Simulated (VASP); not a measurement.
# Cu in VASP: relaxation of the atoms with PBEsol

Aim: the relaxation of the atoms of Cu with PBEsol.

Program: VASP 6.6.1. These are calculated values, not measurements. Logs are shortened: lines on timing, memory, paths and dates and some standing lists are left out, and cuts for length are marked.

## 1. The structure

The cell holds a slab with vacuum, 9 atoms: a = 2.524 Å, b = 2.524 Å, c = 31.485 Å, α = 90.00°, β = 90.00°, γ = 60.00°.

The cell was built by a generator and needn't be a form met in nature.

## 2. Relaxation of the atoms, PBEsol

Input file INCAR:

```
PREC = Accurate
ENCUT = 520
EDIFF = 1E-6
ISMEAR = 1
SIGMA = 0.2
LREAL = F
LASPH = T
NELM = 100
ALGO = Normal
ISIF = 2
LWAVE = F
LCHARG = F
GGA = PS
IBRION = 2
NSW = 40
EDIFFG = -0.005
KPAR = 8
```

Input file KPOINTS:

```
Automatic mesh
0
Gamma
  18 18 1
```

Input file POSCAR:

```
Cu
1.0
    2.5236641021      0.0000000000      0.0000000000
    1.2618320510      2.1855572230      0.0000000000
    0.0000000000      0.0000000000     31.4845048859
Cu
9
Direct
    0.3333333333      0.3333333333      0.2382124168
    0.6666666667      0.6666666667      0.3036593126
    0.0000000000      0.0000000000      0.3691062084
    0.3333333333      0.3333333333      0.4345531042
    0.6666666667      0.6666666667      0.5000000000
    0.0000000000      0.0000000000      0.5654468958
    0.3333333333      0.3333333333      0.6308937916
    0.6666666667      0.6666666667      0.6963406874
    0.0000000000      0.0000000000      0.7617875832
```

Potentials or basis: VASP PAW PBE potentials, release 64 (Cu).

Run with:

```console
cat potpaw_PBE.64/Cu/POTCAR > POTCAR
mpirun -np 8 vasp_std > vasp.out
```

OUTCAR:

```text
PREC = Accurate
   ENCUT = 520
   EDIFF = 1E-6
   ISMEAR = 1
   LREAL = F
   LASPH = T
   NELM = 100
   ISIF = 2
   GGA = PS
   IBRION = 2
   NSW = 40
   EDIFFG = -0.005

 ion  position               nearest neighbor table
   1  0.333  0.333  0.238-   2 2.52   2 2.52   2 2.52
   2  0.667  0.667  0.304-   1 2.52   3 2.52   1 2.52   3 2.52   3 2.52   1 2.52
   3  0.000  0.000  0.369-   2 2.52   4 2.52   2 2.52   4 2.52   2 2.52   4 2.52
   4  0.333  0.333  0.435-   5 2.52   3 2.52   5 2.52   3 2.52   3 2.52   5 2.52
   5  0.667  0.667  0.500-   4 2.52   6 2.52   4 2.52   6 2.52   6 2.52   4 2.52
   6  0.000  0.000  0.565-   5 2.52   7 2.52   5 2.52   7 2.52   5 2.52   7 2.52
   7  0.333  0.333  0.631-   8 2.52   6 2.52   8 2.52   6 2.52   6 2.52   8 2.52
   8  0.667  0.667  0.696-   7 2.52   9 2.52   7 2.52   9 2.52   9 2.52   7 2.52
   9  0.000  0.000  0.762-   8 2.52   8 2.52   8 2.52

  LATTYP: Found a hexagonal cell.
 ALAT       =     2.5236641020
 C/A-ratio  =    12.4757113518

  Lattice vectors:

 A1 = (  -1.2618320510,  -2.1855572230,   0.0000000000)
 A2 = (   2.5236641021,   0.0000000000,   0.0000000000)
 A3 = (   0.0000000000,   0.0000000000,  31.4845048859)

Analysis of symmetry for initial positions (statically):
=====================================================================
 Subroutine PRICEL returns:
 Original cell was already a primitive cell.

 Routine SETGRP: Setting up the symmetry group for a
 hexagonal supercell.

 Subroutine GETGRP returns: Found 12 space group operations
 (whereof  6 operations were pure point group operations)
 out of a pool of 24 trial point group operations.

The static configuration has the point symmetry C_3v.
 The point group associated with its full space group is D_3d.

Analysis of symmetry for dynamics (positions and initial velocities):
=====================================================================
 Subroutine PRICEL returns:
 Original cell was already a primitive cell.

 Routine SETGRP: Setting up the symmetry group for a
 hexagonal supercell.

 Subroutine GETGRP returns: Found 12 space group operations
 (whereof  6 operations were pure point group operations)
 out of a pool of 24 trial point group operations.

The dynamic configuration has the point symmetry C_3v.
 The point group associated with its full space group is D_3d.

 Subroutine INISYM returns: Found 12 space group operations
 (whereof  6 operations are pure point group operations),
 and found     1 'primitive' translations

----------------------------------------------------------------------------------------

[... 133 lines left out ...]
   AEXX    =    0.0000 exact exchange contribution
   IVDW    =     0    specifies the selected vdW correction
   LEPSILON=     F    determine dielectric tensor
   LRPA    =     F    only Hartree local field effects (RPA)
 conjugate gradient relaxation of ions
 non-spin polarized calculation
 Methfessel and Paxton  Order N= 1 SIGMA  =   0.20
  energy-cutoff  :      520.00
  volume of cell :      173.66
 maximum number of plane-waves:      4725
   NGX =  9   NGY =  9   NGZ =117

--------------------------------------- Ionic step        1  -------------------------------------------

 number of electron      98.9999992 magnetization

 Free energy of the ion-electron system (eV)
  ---------------------------------------------------
  ext. energy  EPLUGINS =         0.00000000
  ---------------------------------------------------
  free energy    TOTEN  =       -37.65728184 eV

  energy without entropy =      -37.65036778  energy(sigma->0) =      -37.65497715

------------------------ aborting loop because EDIFF is reached ----------------------------------------

  FORCE on cell =-STRESS in cart. coord.  units (eV):
  Direction    XX          YY          ZZ          XY          YZ          ZX
  --------------------------------------------------------------------------------------
  -------------------------------------------------------------------------------------
  Total       -1.3737997     -1.3737997     -0.8143800      0.0000000      0.0000000     -0.0000000
  in kB      -12.6748671    -12.6748671     -7.5135828      0.0000000      0.0000000     -0.0000000
  external PRESSURE =     -10.9544390 kB  Pullay stress =       0.0000000 kB
[... 110 lines left out ...]
  FREE ENERGIE OF THE ION-ELECTRON SYSTEM (eV)
  ---------------------------------------------------
  free  energy   TOTEN  =       -37.6589780706 eV

  energy  without entropy=      -37.6522169107  energy(sigma->0) =      -37.65672435

[... ionic steps 4 to 14 ...]

--------------------------------------- Ionic step       15  -------------------------------------------

 number of electron      99.0000018 magnetization

------------------------ aborting loop because EDIFF is reached ----------------------------------------
[... 81 lines left out ...]
--------------------------------------- Ionic step       17  -------------------------------------------

 number of electron      99.0000018 magnetization

 Free energy of the ion-electron system (eV)
  ---------------------------------------------------
  ext. energy  EPLUGINS =         0.00000000
  ---------------------------------------------------
  free energy    TOTEN  =       -37.66011974 eV

  energy without entropy =      -37.65351416  energy(sigma->0) =      -37.65791788

 E-fermi :   2.6565     XC(G=0):  -8.2960

 val. band max:        2.6491930050   @ k =   0.3889   0.1667   0.0000
 cond. band min:       2.6584119683   @ k =   0.3889   0.1111   0.0000
 fundamental gap:      0.0092189633
 Fermi energy:         2.6564774776

 k-point     1 :       0.0000    0.0000    0.0000
  band No.  band energies     occupation
      1      -6.9379      2.00000
      2      -6.6311      2.00000
      3      -6.1277      2.00000
      4      -5.4383      2.00000
      5      -4.6261      2.00000
      6      -3.8007      2.00000
[... 1477 lines left out ...]
     58       8.5849      0.00000
     59       9.1727      0.00000

 [... further k-points ...]

------------------------ aborting loop because EDIFF is reached ----------------------------------------

  FORCE on cell =-STRESS in cart. coord.  units (eV):
  Direction    XX          YY          ZZ          XY          YZ          ZX
  --------------------------------------------------------------------------------------
  -------------------------------------------------------------------------------------
  Total       -1.0865517     -1.0865517     -0.0796082      0.0000000      0.0000000     -0.0000000
  in kB      -10.0246769    -10.0246769     -0.7344760      0.0000000      0.0000000     -0.0000000
  external PRESSURE =      -6.9279433 kB  Pullay stress =       0.0000000 kB
[... 24 lines left out ...]
  FREE ENERGIE OF THE ION-ELECTRON SYSTEM (eV)
  ---------------------------------------------------
  free  energy   TOTEN  =       -37.6601197376 eV

  energy  without entropy=      -37.6535141619  energy(sigma->0) =      -37.65791788

 reached required accuracy - stopping structural energy minimisation
```

Wall time 8.2 min (8 MPI ranks of AMD EPYC 9R45 (Zen 5), shared host); peak memory 0.51 GiB.

What came out:

* Free energy: -37.6601 eV
* Energy gained by relaxing: 0.3 meV/atom
* Ionic steps: 17
* Band gap on the k mesh: none (metal or under the smearing width)

Step by step:
| step | energy change (eV) | largest force (eV/Å) | pressure (GPa) |
| --- | --- | --- | --- |
| 1 | 0.0000 | 0.0921 | -1.10 |
| 2 | -0.0009 | 0.0670 | -1.05 |
| 3 | -0.0017 | 0.0311 | -0.99 |
| 4 | -0.0018 | 0.0503 | -0.99 |
| 5 | -0.0021 | 0.0286 | -0.91 |
| 6 | -0.0022 | 0.0200 | -0.91 |
| 7 | -0.0022 | 0.0248 | -0.89 |
| 8 | -0.0023 | 0.0135 | -0.88 |
| 9 | -0.0024 | 0.0160 | -0.88 |
| 10 | -0.0024 | 0.0369 | -0.88 |
| 11 | -0.0024 | 0.0220 | -0.85 |
| 12 | -0.0025 | 0.0192 | -0.84 |
| 13 | -0.0027 | 0.0113 | -0.80 |
| 14 | -0.0028 | 0.0100 | -0.73 |
| 15 | -0.0028 | 0.0075 | -0.71 |
| 16 | -0.0028 | 0.0127 | -0.69 |
| 17 | -0.0028 | 0.0012 | -0.69 |

Final structure:
```
CELL_PARAMETERS angstrom
2.52366 0.00000 0.00000
1.26183 2.18556 0.00000
0.00000 0.00000 31.48450
ATOMIC_POSITIONS crystal
Cu 0.33333 0.33333 0.23944
Cu 0.66667 0.66667 0.30419
Cu 0.00000 0.00000 0.36930
Cu 0.33333 0.33333 0.43458
Cu 0.66667 0.66667 0.50000
Cu 0.00000 0.00000 0.56542
Cu 0.33333 0.33333 0.63070
Cu 0.66667 0.66667 0.69581
Cu 0.00000 0.00000 0.76056
```

Caveat: the PAW data sets were made with another functional, which shifts forces and pressure a little.
